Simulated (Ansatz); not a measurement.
We consider rock-salt LiI, described by RPBE in Ansatz (PAW).

Numerical settings: plane-wave cutoff 520 eV, 10×10×10 k mesh, Fermi–Dirac smearing 0.01 eV, scalar-relativistic PAW data made under PBE.

On both sides of the equilibrium volume: at 28.416 Å³/atom the pressure is 0.35 GPa and the direct gap at Γ 4.283 eV; at 29.576 Å³/atom they are -0.32 GPa and 4.147 eV. The fitted bulk modulus is 16.7 GPa.

### Question
Work out the volume deformation potential of this gap and its pressure coefficient, in two ways.

### Answer
a_V = dE_g/d ln V = (4.147 − 4.283)/ln(29.576/28.416) = -3.40 eV. Since dP = −B d ln V, dE_g/dP = −a_V/B = 204 meV/GPa. Straight from the pressures: (4.283 − 4.147)/(0.35 − (-0.32)) = 203 meV/GPa. At this level and over this range the gap at Γ widens under pressure.

Spin–orbit coupling is not included; with these elements it can move the gap by several tenths of an eV or more.

Ansatz is a quantum-chemistry and plane-wave program.
